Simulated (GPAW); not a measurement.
# Ta (Im-3m) in GPAW: a series of runs, part 2 of 2

GPAW 26.7.0. The steps go on from the part before.

### Step 4. Relaxation of cell and atoms, PBEsol+D3(BJ)

Contents of run.py:

```python
from ase import Atoms
from ase.calculators.mixing import SumCalculator
from ase.filters import FrechetCellFilter
from ase.io import write
from ase.optimize import BFGS
from dftd3.ase import DFTD3
from gpaw import GPAW, PW, setup_paths

setup_paths.insert(0, '.')

atoms = Atoms(['Ta'],
              cell=[[-1.65128, 1.65128, 1.65128],
                    [1.65128, -1.65128, 1.65128],
                    [1.65128, 1.65128, -1.65128]],
              scaled_positions=[[0.0, 0.0, 0.0]],
              pbc=True)

calc = GPAW(mode=PW(600),
            xc='PBEsol',
            kpts={'size': (11, 11, 11), 'gamma': True},
            occupations={'name': 'fermi-dirac', 'width': 0.05},
            nbands=15,
            convergence={'density': 1e-05, 'forces': 0.0001},
            maxiter=150,
            txt='gpaw.txt')
atoms.calc = SumCalculator([calc, DFTD3(method='pbesol', damping='d3bj')])
opt = BFGS(FrechetCellFilter(atoms), trajectory='relax.traj', logfile='-')
done = opt.run(fmax=0.02, steps=60)
calc.write('gs.gpw')
write('result.traj', atoms)
print('Converged:', done)
print('Cell:', atoms.cell.cellpar().round(4))
print('Volume:', round(atoms.get_volume(), 4))
print(atoms.get_scaled_positions().round(5))
```

Potentials or basis: PAW data sets generated in the run's folder for this functional, pw.

Run with:

```bash
$ gpaw-setup -f PBEsol Ta
$ OMP_NUM_THREADS=1 python run.py
```

gpaw.txt:

```text
__  _  _
 | _ |_)|_||  |
 |__||  | ||/\| - 26.7.0

Input parameters:
  mode=PW(ecut=600.0),
  convergence={'density': 1e-05, 'forces': 0.0001},
  kpts=MonkhorstPack(size=(11, 11, 11), gamma=True),
  maxiter=150,
  nbands=15,
  occupations=Occupations(name='fermi-dirac', width=0.05),
  xc=XC(name='PBEsol')

Diagonalizing LCAO Hamiltonian
Converting LCAO to pw mode

       Ta

Atoms  # Å, Bohr magnetons
|   | symbol |        x |        y |        z |    initial magnetic moments |
|---|--------|----------|----------|----------|-----------------------------|
| 0 |     Ta | 0.000000 | 0.000000 | 0.000000 | ( 0.0000,  0.0000,  0.0000) |

Unit cell  # Å
| periodic |         x |         y |         z |  lengths |     angles |
|----------|-----------|-----------|-----------|----------|------------|
|      yes | -1.651280 |  1.651280 |  1.651280 | 2.860101 | 109.471221 |
|      yes |  1.651280 | -1.651280 |  1.651280 | 2.860101 | 109.471221 |
|      yes |  1.651280 |  1.651280 | -1.651280 | 2.860101 | 109.471221 |
[... 163 lines left out ...]
SCF iterations
|iter     | |      energy | eigst |  dens |force |
|---------|-|-------------|-------|-------|------|
|iter:   1| |  -10.747864 | -0.12 |       |      |
|iter:   2| |  -10.721404 | -3.17 | -1.29 |      |
|iter:   3| |  -10.592532 | -2.05 | -1.32 |      |
|iter:   4| |  -10.596517 | -3.57 | -2.02 |      |
|iter:   5| |  -10.597932c| -4.66 | -2.40 |      |
|iter:   6| |  -10.597935c| -7.09 | -3.97 |      |
|iter:   7| |  -10.597934c| -8.10c| -4.28 |      |
|iter:   8| |  -10.597934c| -9.77c| -5.33c|      |
|iter:   9| |  -10.597934c|-10.45c| -5.88c|-24.30c|

Converged in 9 steps
Energy contributions relative to reference atoms: (reference = -424046.140309)

Energy contributions:
  Kinetic:           5.501230
  Coulomb:          -6.123346
  Zero:             -0.265942
  External:          0.000000
  Xc:               -9.705831
  Entropy:          -0.008091
  Spinorbit:         0.000000
  ----------------------------
  Free energy:     -10.601980
  Extrapolated:    -10.597934
[... 26 lines left out ...]
Stress tensor  # eV/Ang^3
|         x |         y |         z |
|-----------|-----------|-----------|
|  0.025203 | -0.000000 | -0.000000 |
| -0.000000 |  0.025203 | -0.000000 |
| -0.000000 | -0.000000 |  0.025203 |

Forces  # eV/Ang
|        x |        y |        z |
|----------|----------|----------|
| -0.00000 | -0.00000 | -0.00000 |  # Ta   0

Interpolating wave functions to new cell

       Ta

Atoms  # Å, Bohr magnetons
|   | symbol |         x |         y |         z |    initial magnetic moments |
|---|--------|-----------|-----------|-----------|-----------------------------|
| 0 |     Ta | -0.000000 | -0.000000 | -0.000000 | ( 0.0000,  0.0000,  0.0000) |

Unit cell  # Å
| periodic |         x |         y |         z |  lengths |     angles |
|----------|-----------|-----------|-----------|----------|------------|
|      yes | -1.623608 |  1.623608 |  1.623608 | 2.812171 | 109.471221 |
|      yes |  1.623608 | -1.623608 |  1.623608 | 2.812171 | 109.471221 |
|      yes |  1.623608 |  1.623608 | -1.623608 | 2.812171 | 109.471221 |
[... 163 lines left out ...]
SCF iterations
|iter     | |      energy | eigst |  dens |force |
|---------|-|-------------|-------|-------|------|
|iter:   1| |  -10.637466 | -0.63 |       |      |
|iter:   2| |  -10.629065 | -3.89 | -1.67 |      |
|iter:   3| |  -10.589869 | -2.69 | -1.71 |      |
|iter:   4| |  -10.591295 | -4.30 | -2.61 |      |
|iter:   5| |  -10.592039c| -5.60 | -2.93 |      |
|iter:   6| |  -10.592039c| -7.70c| -4.21 |      |
|iter:   7| |  -10.592040c| -9.29c| -4.54 |      |
|iter:   8| |  -10.592040c|-10.93c| -5.97c|      |
|iter:   9| |  -10.592040c|-11.52c| -6.40c|-25.57c|

Converged in 9 steps
Energy contributions relative to reference atoms: (reference = -424046.140309)

Energy contributions:
  Kinetic:          11.437779
  Coulomb:         -11.025937
  Zero:             -0.269894
  External:          0.000000
  Xc:              -10.730906
  Entropy:          -0.006163
  Spinorbit:         0.000000
  ----------------------------
  Free energy:     -10.595121
  Extrapolated:    -10.592040
[... 26 lines left out ...]
Stress tensor  # eV/Ang^3
|         x |         y |         z |
|-----------|-----------|-----------|
| -0.043615 | -0.000000 |  0.000000 |
| -0.000000 | -0.043615 |  0.000000 |
|  0.000000 |  0.000000 | -0.043615 |

Forces  # eV/Ang
|       x |       y |        z |
|---------|---------|----------|
| 0.00000 | 0.00000 | -0.00000 |  # Ta   0

Interpolating wave functions to new cell

       Ta

Atoms  # Å, Bohr magnetons
|   | symbol |         x |        y |         z |    initial magnetic moments |
|---|--------|-----------|----------|-----------|-----------------------------|
| 0 |     Ta | -0.000000 | 0.000000 | -0.000000 | ( 0.0000,  0.0000,  0.0000) |

Unit cell  # Å
| periodic |         x |         y |         z |  lengths |     angles |
|----------|-----------|-----------|-----------|----------|------------|
|      yes | -1.623118 |  1.623118 |  1.623118 | 2.811322 | 109.471221 |
|      yes |  1.623118 | -1.623118 |  1.623118 | 2.811322 | 109.471221 |
|      yes |  1.623118 |  1.623118 | -1.623118 | 2.811322 | 109.471221 |
[... 163 lines left out ...]
SCF iterations
|iter     | |      energy | eigst |  dens |force |
|---------|-|-------------|-------|-------|------|
|iter:   1| |  -10.591382 | -4.09 |       |      |
|iter:   2| |  -10.591378 | -7.37 | -3.41 |      |
|iter:   3| |  -10.591358c| -6.21 | -3.45 |      |
|iter:   4| |  -10.591358c| -7.81c| -4.34 |      |
|iter:   5| |  -10.591358c| -8.42c| -4.68 |      |
|iter:   6| |  -10.591358c| -9.91c| -5.95c|      |
|iter:   7| |  -10.591358c|-10.57c| -6.29c|-25.64c|

Converged in 7 steps
Energy contributions relative to reference atoms: (reference = -424046.140309)

Energy contributions:
  Kinetic:          11.550900
  Coulomb:         -11.119445
  Zero:             -0.269990
  External:          0.000000
  Xc:              -10.749747
  Entropy:          -0.006152
  Spinorbit:         0.000000
  ----------------------------
  Free energy:     -10.594434
  Extrapolated:    -10.591358
[... 26 lines left out ...]
Stress tensor  # eV/Ang^3
|         x |         y |         z |
|-----------|-----------|-----------|
| -0.044992 |  0.000000 |  0.000000 |
|  0.000000 | -0.044992 | -0.000000 |
|  0.000000 | -0.000000 | -0.044992 |

Forces  # eV/Ang
|       x |        y |       z |
|---------|----------|---------|
| 0.00000 | -0.00000 | 0.00000 |  # Ta   0

# Writing to gs.gpw (mode='')
```

stdout:

```text
Step          Energy          fmax
BFGS:    0      -11.325231        1.183008
BFGS:    1      -11.357328        0.020764
BFGS:    2      -11.357341        0.001418
Converged: True
Cell: [  2.8113   2.8113   2.8113 109.4712 109.4712 109.4712]
Volume: 17.1045
[[0. 0. 0.]]
```

Run time: 36 s. Hardware: 1 thread of Intel Xeon Platinum 8488C (Sapphire Rapids), shared host; peak memory 0.17 GiB.

What came out:

- Free energy: -11.3604 eV
- Relaxed volume: 17.10 Å³/atom
- Relaxed cell: a = 2.811 Å, b = 2.811 Å, c = 2.811 Å, α = 109.47°, β = 109.47°, γ = 109.47°
- Space group after relaxing (to 0.05 Å): Im-3m (No. 229)
- Energy gained by relaxing: 32.1 meV/atom
- Ionic steps: 3
- Pressure after relaxing: 0.0 GPa
- Band gap on the k mesh: none (metal or under the smearing width)
- Dispersion energy per atom: -0.766 eV

Step by step:
```
step  energy change (eV)  largest force (eV/Å)  pressure (GPa)  volume (Å³)
   1              0.0000                0.0000          -10.52        18.01
   2             -0.0321                0.0000           -0.19        17.12
   3             -0.0321                0.0000            0.01        17.10
```

Final structure:
```yaml
crystal:
  lattice:
    - [-1.62312, 1.62312, 1.62312]
    - [1.62312, -1.62312, 1.62312]
    - [1.62312, 1.62312, -1.62312]
  atoms:
    - { symbol: Ta, position: [0.00000, 0.00000, 0.00000] }
```

Caveat: later steps reuse the first step's grids; pairwise dispersion overbinds metals, which lowers pressure and volume. Spin-orbit coupling is left out, which matters for the levels of Ta.

### Step 5. Relaxation of cell and atoms, PBEsol+D3(BJ)+ATM

Changes to run.py since step 4:

```diff
@@ -25,3 +25,3 @@
             txt='gpaw.txt')
-atoms.calc = SumCalculator([calc, DFTD3(method='pbesol', damping='d3bj')])
+atoms.calc = SumCalculator([calc, DFTD3(damping='d3bj', params_tweaks=dict(method='pbesol', atm=True))])
 opt = BFGS(FrechetCellFilter(atoms), trajectory='relax.traj', logfile='-')
```

Run with:

```bash
$ gpaw-setup -f PBEsol Ta
$ OMP_NUM_THREADS=1 python run.py
```

Wall time 30 s (1 thread of Intel Xeon Platinum 8488C (Sapphire Rapids), shared host); peak memory 0.16 GiB.

The run converged. Its results:

```yaml
Free_energy: -11.2874 eV
Relaxed_volume: 17.22 Å³/atom
Relaxed_cell: a = 2.817 Å, b = 2.817 Å, c = 2.817 Å, α = 109.47°, β = 109.47°, γ = 109.47°
Space_group_after_relaxing_to_0.05_Å: Im-3m (No. 229)
Energy_gained_by_relaxing: 25.4 meV/atom
Ionic_steps: 2
Pressure_after_relaxing: -0.1 GPa
Band_gap_on_the_k_mesh: none (metal or under the smearing width)
Dispersion_energy_per_atom: -0.689 eV
```

Step by step:
| step | energy change (eV) | largest force (eV/Å) | pressure (GPa) | volume (Å³) |
| --- | --- | --- | --- | --- |
| 1 | 0.0000 | 0.0000 | -9.36 | 18.01 |
| 2 | -0.0254 | 0.0000 | -0.12 | 17.22 |

Final structure:
```yaml
crystal:
  lattice:
    - [-1.62664, 1.62664, 1.62664]
    - [1.62664, -1.62664, 1.62664]
    - [1.62664, 1.62664, -1.62664]
  atoms:
    - { symbol: Ta, position: [0.00000, 0.00000, 0.00000] }
```

Levels at points of the mesh, in eV from the Fermi level:
```tsv
k point	band 3	band 4	band 5	band 6	band 7	band 8	band 9	band 10
(0.00, 0.00, 0.00)	-32.89	-32.89	-8.03	0.73	0.73	0.73	4.12	4.12
```

Caveat: later steps reuse the first step's grids; pairwise dispersion overbinds metals, which lowers pressure and volume. Spin-orbit coupling is left out, which matters for the levels of Ta.

### Step 6. Relaxation of cell and atoms, PBEsol+D4

Changes to run.py since step 5:

```diff
@@ -5,3 +5,3 @@
 from ase.optimize import BFGS
-from dftd3.ase import DFTD3
+from dftd4.ase import DFTD4
 from gpaw import GPAW, PW, setup_paths
@@ -25,3 +25,3 @@
             txt='gpaw.txt')
-atoms.calc = SumCalculator([calc, DFTD3(damping='d3bj', params_tweaks=dict(method='pbesol', atm=True))])
+atoms.calc = SumCalculator([calc, DFTD4(method='pbesol')])
 opt = BFGS(FrechetCellFilter(atoms), trajectory='relax.traj', logfile='-')
```

Potentials or basis: PAW data sets generated in the run's folder for this functional, pw.

Run with:

```bash
$ gpaw-setup -f PBEsol Ta
$ OMP_NUM_THREADS=1 python run.py
```

It took 33 s on 1 thread of Intel Xeon Platinum 8488C (Sapphire Rapids), shared host; peak memory 0.16 GiB.

The run converged. Its results:

| Quantity | Value |
| --- | --- |
| Free energy | -10.7967 eV |
| Relaxed volume | 17.53 Å³/atom |
| Relaxed cell | a = 2.834 Å, b = 2.834 Å, c = 2.834 Å, α = 109.47°, β = 109.47°, γ = 109.47° |
| Space group after relaxing (to 0.05 Å) | Im-3m (No. 229) |
| Energy gained by relaxing | 9.4 meV/atom |
| Ionic steps | 2 |
| Pressure after relaxing | -0.1 GPa |
| Band gap on the k mesh | none (metal or under the smearing width) |
| Dispersion energy per atom | -0.191 eV |

The path:
```csv
step,energy change (eV),largest force (eV/Å),pressure (GPa),volume (Å³)
1,0.0000,0.0000,-5.61,18.01
2,-0.0094,0.0000,-0.13,17.53
```

Final structure:
```
Ta
1.0
    -1.63648    1.63648    1.63648
     1.63648   -1.63648    1.63648
     1.63648    1.63648   -1.63648
Ta
1
Direct
  0.00000 0.00000 0.00000
```

Levels at points of the mesh, in eV from the Fermi level:
```
           k point  band 4  band 5  band 6  band 7  band 8  band 9
(0.00, 0.00, 0.00)  -32.96   -7.97    0.73    0.73    0.73    4.06
```

Caveat: later steps reuse the first step's grids; pairwise dispersion overbinds metals, which lowers pressure and volume.

### Step 7. The runs side by side

```csv
level,gap on the mesh (eV),pressure (GPa),relaxed volume (Å³/atom)
PBEsol,none,-0.1,17.66
PBEsol+D3,none,-0.1,17.19
PBEsol+D3(BJ),none,0.0,17.10
PBEsol+D3(BJ)+ATM,none,-0.1,17.22
PBEsol+D4,none,-0.1,17.53
```

Alike in all rows: task relaxation of cell and atoms; potentials or basis PAW data sets generated in the run's folder for this functional, pw; no spin polarisation; cell relaxed; k mesh 11 × 11 × 11; cutoff (eV) 600; smearing fermi-dirac 0.05 eV.

Caveats: later steps reuse the first step's grids; pairwise dispersion overbinds metals, which lowers pressure and volume (some runs).

Total energies depend on the potentials used, so only differences within one code and one set of settings carry meaning.
